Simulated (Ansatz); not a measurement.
# N interstitial in AlN

Aim: make a N interstitial in a supercell of 36 atoms of AlN, relax it, in the charges 0, -1, -2, and find its formation energy, moment and surroundings.

Computed with Ansatz 0.2.0 (DFT PBE, scalar-relativistic, plane waves, PAW, unless a step's input says otherwise).

3 further runs of the same task are left out: 3 set aside as unsound or not needed.

## 1. Starting point

Symmetry: P6_3mc, No. 186, hexagonal system. The conventional cell has a = 3.130 Å, b = 3.130 Å, c = 5.018 Å, α = 90.00°, β = 90.00°, γ = 120.00°. Around Al (site symmetry 3m) lie 4 N at 1.90 to 1.91 Å. N (site symmetry 3m) is surrounded by 4 Al at 1.90 to 1.91 Å.

Structure file:

```
CELL_PARAMETERS angstrom
3.13021 0.00000 0.00000
-1.56510 2.71084 0.00000
0.00000 0.00000 5.01804
ATOMIC_POSITIONS crystal
Al 0.66667 0.33333 0.49923
Al 0.33333 0.66667 0.99923
N 0.66667 0.33333 0.88077
N 0.33333 0.66667 0.38077
```

It goes back to an entry of the Materials Project.

It is the result of an earlier relaxation at this level (volume 10.65 Å³/atom; gap on the mesh: 4.03 eV).

The host's static dielectric tensor, from an earlier linear-response run, has a mean of 8.81.

## 2. The perfect supercell

Input file input.yaml:

```yaml
crystal:
  lattice:
    - [-4.6953126295, 2.7108400105, 5.0180433211]
    - [0.0, -5.4216800211, 5.0180433211]
    - [4.6953126295, 2.7108400105, 5.0180433211]
  atoms:
    - { symbol: Al, position: [0.3886336308, 0.7219669642, 0.3886336308] }
    - { symbol: Al, position: [0.7219669642, 0.3886336308, 0.3886336308] }
    - { symbol: Al, position: [0.0553002975, 0.7219669642, 0.7219669642] }
    - { symbol: Al, position: [0.0553002975, 0.0553002975, 0.3886336308] }
    - { symbol: Al, position: [0.3886336308, 0.3886336308, 0.7219669642] }
    - { symbol: Al, position: [0.7219669642, 0.7219669642, 0.0553002975] }
    - { symbol: Al, position: [0.7219669642, 0.0553002975, 0.7219669642] }
    - { symbol: Al, position: [0.0553002975, 0.3886336308, 0.0553002975] }
    - { symbol: Al, position: [0.3886336308, 0.0553002975, 0.0553002975] }
    - { symbol: Al, position: [0.7775225197, 0.7775225197, 0.4441891864] }
    - { symbol: Al, position: [0.1108558531, 0.4441891864, 0.4441891864] }
    - { symbol: Al, position: [0.4441891864, 0.7775225197, 0.7775225197] }
    - { symbol: Al, position: [0.4441891864, 0.1108558531, 0.4441891864] }
    - { symbol: Al, position: [0.7775225197, 0.4441891864, 0.7775225197] }
    - { symbol: Al, position: [0.1108558531, 0.7775225197, 0.1108558531] }
    - { symbol: Al, position: [0.1108558531, 0.1108558531, 0.7775225197] }
    - { symbol: Al, position: [0.4441891864, 0.4441891864, 0.1108558531] }
    - { symbol: Al, position: [0.7775225197, 0.1108558531, 0.1108558531] }
    - { symbol: "N", position: [0.5158108136, 0.8491441469, 0.5158108136] }
    - { symbol: "N", position: [0.8491441469, 0.5158108136, 0.5158108136] }
    - { symbol: "N", position: [0.1824774803, 0.8491441469, 0.8491441469] }
    - { symbol: "N", position: [0.1824774803, 0.1824774803, 0.5158108136] }
    - { symbol: "N", position: [0.5158108136, 0.5158108136, 0.8491441469] }
    - { symbol: "N", position: [0.8491441469, 0.8491441469, 0.1824774803] }
    - { symbol: "N", position: [0.8491441469, 0.1824774803, 0.8491441469] }
    - { symbol: "N", position: [0.1824774803, 0.5158108136, 0.1824774803] }
    - { symbol: "N", position: [0.5158108136, 0.1824774803, 0.1824774803] }
    - { symbol: "N", position: [0.5713663692, 0.5713663692, 0.2380330358] }
    - { symbol: "N", position: [0.9046997025, 0.2380330358, 0.2380330358] }
    - { symbol: "N", position: [0.2380330358, 0.5713663692, 0.5713663692] }
    - { symbol: "N", position: [0.2380330358, 0.9046997025, 0.2380330358] }
    - { symbol: "N", position: [0.5713663692, 0.2380330358, 0.5713663692] }
    - { symbol: "N", position: [0.9046997025, 0.5713663692, 0.9046997025] }
    - { symbol: "N", position: [0.9046997025, 0.9046997025, 0.5713663692] }
    - { symbol: "N", position: [0.2380330358, 0.2380330358, 0.9046997025] }
    - { symbol: "N", position: [0.5713663692, 0.9046997025, 0.9046997025] }
basis:
  ecutwfc: 420
  xc_grid: 2
kpoints:
  mp_grid: { grid: [2, 2, 2], shift: [0.5, 0.5, 0.5] }
hamiltonian:
  xc: pbe
scf:
  occupations: { method: gaussian, width: 0.01 }
output:
  forces: true
  stress: true
  eigenvalues: true
```

The run is started by

```
ansatz run input.yaml --threads 4 --pin off --max-ram 10240MiB --backend cpu --events-out ev --progress --plain --runs-dir out
```

Further runs follow: charge state 0; charge state -1; relaxing the defect, charge -2.

Q: Predict the outcome of this session. Wanted: formation energy, neutral; moment, neutral; nearest atoms after relaxation, one image of each, neutral.

As calculated:

| quantity | value |
| --- | --- |
| formation energy, neutral | 7.62 eV |
| moment, neutral | 3.00 μB |
| nearest atoms after relaxation, one image of each, neutral | 3 Al at 1.98 Å, 3 N at 2.22 Å, 3 N at 2.40 Å |
| level (0/-1) above the valence top | -0.86 eV (outside the gap) |
| level (-1/-2) above the valence top | 5.13 eV (outside the gap) |

**Reading.** The neutral defect costs 7.62 eV against the elements. The neutral defect changes the cell's moment by 3.00 μB. Among the charges computed the stable one is -1 at the valence top and stays so across the gap of 4.03 eV. In charge -2 the extra carrier would gain by moving to a band edge of the host at this level and cell size; a small cell and a semilocal functional both favour that, so a real bound level isn't ruled out. The alignment term, up to 0.70 eV here, is marked as doubtful by the program in a cell of this size. Levels are placed in the host's Kohn-Sham gap, which is usually too small at this level and squeezes them. A cell of 36 sites leaves finite-size errors of tenths of an eV, or more where the defect fills or empties host bands. Other minima may exist.
